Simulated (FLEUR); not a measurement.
Input of a FLEUR MaX-R8.1 (later development tree) run:

File inp.xml:

```xml
<?xml version="1.0" encoding="UTF-8" standalone="no"?>
<fleurInput fleurInputVersion="0.39">
   <comment>
      InPd                                                                                                
   </comment>
   <calculationSetup>
      <cutoffs Kmax="4.17" Gmax="12.9" GmaxXC="12.9" numbands="0"/>
      <scfLoop itmax="60" minDistance="0.00001" maxIterBroyd="15" imix="Anderson" alpha="0.05" precondParam="0.0" spinf="2.0" sdNocoIR="T"/>
      <coreElectrons ctail="T" frcor="F" kcrel="0" coretail_lmax="0"/>
      <xcFunctional name="LibXC" relativisticCorrections="F">
         <LibXCName exchange="gga_x_am05" correlation="gga_c_am05"/>
      </xcFunctional>
      <magnetism jspins="1"/>
      <soc l_soc="F" theta="0.0" phi="0.0" spav="F"/>
      <expertModes spex="0" secvar="F"/>
      <geometryOptimization l_f="F" forcealpha="1.0" forcemix="BFGS" epsdisp="0.00001" epsforce="0.00001"/>
      <ldaU l_linMix="F" mixParam="0.05" spinf="1.0"/>
   </calculationSetup>
   <cell>
      <bzIntegration valenceElectrons="39.0" mode="hist" fermiSmearingEnergy="0.00183747">
         <kPointListSelection listName="default-1"/>
         <!-- k-points included here -->
         <xi:include xmlns:xi="http://www.w3.org/2001/XInclude" href="kpts.xml"> </xi:include>
      </bzIntegration>
      <!-- symmetry operations included here -->
      <xi:include xmlns:xi="http://www.w3.org/2001/XInclude" href="sym.xml"> </xi:include>
      <bulkLattice scale="1.0">
         <bravaisMatrix>
            <row-1>    6.1829661454471232     0.0000000000000000     0.0000000000000000</row-1>
            <row-2>    0.0000000000000000     6.1829661454471232     0.0000000000000000</row-2>
            <row-3>    0.0000000000000000     0.0000000000000000     6.1829661454471232</row-3>
         </bravaisMatrix>
      </bulkLattice>
   </cell>
   <atomSpecies>
      <species name="Indium (In)" element="In" atomicNumber="49">
         <mtSphere radius="2.35" gridPoints="777" logIncrement="0.017"/>
         <atomicCutoffs lmax="9" lnonsphr="9"/>
         <electronConfig flipSpins="F">
            <coreConfig>(1s1/2) (2s1/2) (2p1/2) (2p3/2) (3s1/2) (3p1/2) (3p3/2) (3d3/2) (3d5/2)</coreConfig>
            <valenceConfig>(4s1/2) (4p1/2) (4p3/2) (5s1/2) (4d3/2) (4d5/2) (5p1/2) (5p3/2)</valenceConfig>
            <stateOccupation state="(5p1/2)" spinUp="0.166667" spinDown="0.166667"/>
            <stateOccupation state="(5p3/2)" spinUp="0.333333" spinDown="0.333333"/>
         </electronConfig>
         <energyParameters s="5" p="5" d="4" f="4"/>
         <lo type="SCLO" l="0" n="4" eDeriv="0"/>
         <lo type="SCLO" l="1" n="4" eDeriv="0"/>
         <lo type="SCLO" l="1" n="4" eDeriv="1"/>
         <lo type="SCLO" l="2" n="4" eDeriv="2"/>
         <lo type="SCLO" l="3" n="4" eDeriv="2"/>
      </species>
      <species name="Palladium (Pd)" element="Pd" atomicNumber="46">
         <mtSphere radius="2.61" gridPoints="863" logIncrement="0.015"/>
         <atomicCutoffs lmax="10" lnonsphr="10"/>
         <electronConfig flipSpins="F">
            <coreConfig>(1s1/2) (2s1/2) (2p1/2) (2p3/2) (3s1/2) (3p1/2) (3p3/2) (3d3/2) (3d5/2)</coreConfig>
            <valenceConfig>(4s1/2) (4p1/2) (4p3/2) (5s1/2) (4d3/2) (4d5/2)</valenceConfig>
            <stateOccupation state="(5s1/2)" spinUp="0.500000" spinDown="0.500000"/>
            <stateOccupation state="(4d3/2)" spinUp="1.800000" spinDown="1.800000"/>
            <stateOccupation state="(4d5/2)" spinUp="2.700000" spinDown="2.700000"/>
         </electronConfig>
         <energyParameters s="5" p="5" d="4" f="4"/>
         <lo type="SCLO" l="0" n="4" eDeriv="0"/>
         <lo type="SCLO" l="1" n="4" eDeriv="0"/>
         <lo type="SCLO" l="1" n="4" eDeriv="1"/>
         <lo type="SCLO" l="2" n="4" eDeriv="2"/>
         <lo type="SCLO" l="3" n="4" eDeriv="2"/>
      </species>
   </atomSpecies>
   <atomGroups>
      <atomGroup species="Indium (In)">
         <relPos label="                   1">.0000000000 .0000000000 .0000000000</relPos>
         <force calculate="T" relaxXYZ="TTT"/>
      </atomGroup>
      <atomGroup species="Palladium (Pd)">
         <relPos label="                   2">1.000/2.000 1.000/2.000 1.000/2.000</relPos>
         <force calculate="T" relaxXYZ="TTT"/>
      </atomGroup>
   </atomGroups>
   <output dos="F" band="F" slice="F">
      <checks vchk="F" cdinf="F"/>
      <bandDOS minEnergy="-.5*Htr" maxEnergy="0.5*Htr" sigma="0.015" storeEVData="T"/>
      <vacuumDOS vacdos="F" integ="F" star="F" nstars="0" locx1="0.0" locy1="0.0" locx2="0.0" locy2="0.0" nstm="0" tworkf="0.0"/>
      <unfoldingBand unfoldBand="F" supercellX="1" supercellY="1" supercellZ="1"/>
      <plotting iplot="0" polar="F">
         <plot TwoD="T" vec1="  1.0  0.0  0.0" vec2="  0.0  1.0  0.0" vec3="  0.0  0.0  1.0" zero="  0.0  0.0  0.0" file="plot"/>
      </plotting>
      <chargeDensitySlicing numkpt="0" minEigenval="0.0" maxEigenval="0.0" nnne="0" pallst="F"/>
      <specialOutput eonly="F"/>
      <moessbauerParams electricFieldGradient="T" isomerShift="T" coreHyperfine="T" valenceHyperfine="T"/>
      <magneticCircularDichroism mcd="F" energyLo="-10.0" energyUp="0.0"/>
   </output>
  <!-- We include the file relax.xml here to enable relaxations (see documentation) -->
  <xi:include xmlns:xi="http://www.w3.org/2001/XInclude" href="relax.xml"> <xi:fallback/> </xi:include>
</fleurInput>
```

File crystal.txt:

```
InPd
&input cartesian=F /
3.2718847800  0.0000000000  0.0000000000
0.0000000000  3.2718847800  0.0000000000
0.0000000000  0.0000000000  3.2718847800
1.8897261246
1.0 1.0 1.0

2
49 0.0000000000  0.0000000000  0.0000000000
46 0.5000000000  0.5000000000  0.5000000000

&kpt div1=8 div2=8 div3=8 gamma=T /
```

Contents of inp.xml (bands):

```
<?xml version="1.0" encoding="UTF-8" standalone="no"?>
<fleurInput fleurInputVersion="0.39">
   <comment>
      InPd                                                                                                
   </comment>
   <calculationSetup>
      <cutoffs Kmax="4.17" Gmax="12.9" GmaxXC="12.9" numbands="0"/>
      <scfLoop itmax="60" minDistance="0.00001" maxIterBroyd="15" imix="Anderson" alpha="0.05" precondParam="0.0" spinf="2.0" sdNocoIR="T"/>
      <coreElectrons ctail="T" frcor="F" kcrel="0" coretail_lmax="0"/>
      <xcFunctional name="LibXC" relativisticCorrections="F">
         <LibXCName exchange="gga_x_am05" correlation="gga_c_am05"/>
      </xcFunctional>
      <magnetism jspins="1"/>
      <soc l_soc="F" theta="0.0" phi="0.0" spav="F"/>
      <expertModes spex="0" secvar="F"/>
      <geometryOptimization l_f="F" forcealpha="1.0" forcemix="BFGS" epsdisp="0.00001" epsforce="0.00001"/>
      <ldaU l_linMix="F" mixParam="0.05" spinf="1.0"/>
   </calculationSetup>
   <cell>
      <bzIntegration valenceElectrons="39.0" mode="hist" fermiSmearingEnergy="0.00183747">
         <kPointListSelection listName="path-1"/>
         <!-- k-points included here -->
         <xi:include xmlns:xi="http://www.w3.org/2001/XInclude" href="kpts.xml"> </xi:include>
      </bzIntegration>
      <!-- symmetry operations included here -->
      <xi:include xmlns:xi="http://www.w3.org/2001/XInclude" href="sym.xml"> </xi:include>
      <bulkLattice scale="1.0">
         <bravaisMatrix>
            <row-1>    6.1829661454471232     0.0000000000000000     0.0000000000000000</row-1>
            <row-2>    0.0000000000000000     6.1829661454471232     0.0000000000000000</row-2>
            <row-3>    0.0000000000000000     0.0000000000000000     6.1829661454471232</row-3>
         </bravaisMatrix>
      </bulkLattice>
   </cell>
   <atomSpecies>
      <species name="Indium (In)" element="In" atomicNumber="49">
         <mtSphere radius="2.35" gridPoints="777" logIncrement="0.017"/>
         <atomicCutoffs lmax="9" lnonsphr="9"/>
         <electronConfig flipSpins="F">
            <coreConfig>(1s1/2) (2s1/2) (2p1/2) (2p3/2) (3s1/2) (3p1/2) (3p3/2) (3d3/2) (3d5/2)</coreConfig>
            <valenceConfig>(4s1/2) (4p1/2) (4p3/2) (5s1/2) (4d3/2) (4d5/2) (5p1/2) (5p3/2)</valenceConfig>
            <stateOccupation state="(5p1/2)" spinUp="0.166667" spinDown="0.166667"/>
            <stateOccupation state="(5p3/2)" spinUp="0.333333" spinDown="0.333333"/>
         </electronConfig>
         <energyParameters s="5" p="5" d="4" f="4"/>
         <lo type="SCLO" l="0" n="4" eDeriv="0"/>
         <lo type="SCLO" l="1" n="4" eDeriv="0"/>
         <lo type="SCLO" l="1" n="4" eDeriv="1"/>
         <lo type="SCLO" l="2" n="4" eDeriv="2"/>
         <lo type="SCLO" l="3" n="4" eDeriv="2"/>
      </species>
      <species name="Palladium (Pd)" element="Pd" atomicNumber="46">
         <mtSphere radius="2.61" gridPoints="863" logIncrement="0.015"/>
         <atomicCutoffs lmax="10" lnonsphr="10"/>
         <electronConfig flipSpins="F">
            <coreConfig>(1s1/2) (2s1/2) (2p1/2) (2p3/2) (3s1/2) (3p1/2) (3p3/2) (3d3/2) (3d5/2)</coreConfig>
            <valenceConfig>(4s1/2) (4p1/2) (4p3/2) (5s1/2) (4d3/2) (4d5/2)</valenceConfig>
            <stateOccupation state="(5s1/2)" spinUp="0.500000" spinDown="0.500000"/>
            <stateOccupation state="(4d3/2)" spinUp="1.800000" spinDown="1.800000"/>
            <stateOccupation state="(4d5/2)" spinUp="2.700000" spinDown="2.700000"/>
         </electronConfig>
         <energyParameters s="5" p="5" d="4" f="4"/>
         <lo type="SCLO" l="0" n="4" eDeriv="0"/>
         <lo type="SCLO" l="1" n="4" eDeriv="0"/>
         <lo type="SCLO" l="1" n="4" eDeriv="1"/>
         <lo type="SCLO" l="2" n="4" eDeriv="2"/>
         <lo type="SCLO" l="3" n="4" eDeriv="2"/>
      </species>
   </atomSpecies>
   <atomGroups>
      <atomGroup species="Indium (In)">
         <relPos label="                   1">.0000000000 .0000000000 .0000000000</relPos>
         <force calculate="T" relaxXYZ="TTT"/>
      </atomGroup>
      <atomGroup species="Palladium (Pd)">
         <relPos label="                   2">1.000/2.000 1.000/2.000 1.000/2.000</relPos>
         <force calculate="T" relaxXYZ="TTT"/>
      </atomGroup>
   </atomGroups>
   <output dos="F" band="T" slice="F">
      <checks vchk="F" cdinf="F"/>
      <bandDOS minEnergy="-.5*Htr" maxEnergy="0.5*Htr" sigma="0.015" storeEVData="T"/>
      <vacuumDOS vacdos="F" integ="F" star="F" nstars="0" locx1="0.0" locy1="0.0" locx2="0.0" locy2="0.0" nstm="0" tworkf="0.0"/>
      <unfoldingBand unfoldBand="F" supercellX="1" supercellY="1" supercellZ="1"/>
      <plotting iplot="0" polar="F">
         <plot TwoD="T" vec1="  1.0  0.0  0.0" vec2="  0.0  1.0  0.0" vec3="  0.0  0.0  1.0" zero="  0.0  0.0  0.0" file="plot"/>
      </plotting>
      <chargeDensitySlicing numkpt="0" minEigenval="0.0" maxEigenval="0.0" nnne="0" pallst="F"/>
      <specialOutput eonly="F"/>
      <moessbauerParams electricFieldGradient="T" isomerShift="T" coreHyperfine="T" valenceHyperfine="T"/>
      <magneticCircularDichroism mcd="F" energyLo="-10.0" energyUp="0.0"/>
   </output>
  <!-- We include the file relax.xml here to enable relaxations (see documentation) -->
  <xi:include xmlns:xi="http://www.w3.org/2001/XInclude" href="relax.xml"> <xi:fallback/> </xi:include>
</fleurInput>
```

Potentials or basis: all-electron, FLAPW.

Run with:

```console
$ inpgen -f crystal.txt -profile fastHighL
$ # inp.xml edited to the form shown
$ fleur_MPI
$ fleur_MPI   # second run, on inp.xml (bands)
```

(1) What does it give for the band gap along the path?

## Answers

(1) none (metal or under the smearing width).

Caveat: spin-orbit coupling is left out, which moves the levels of the heavy elements.
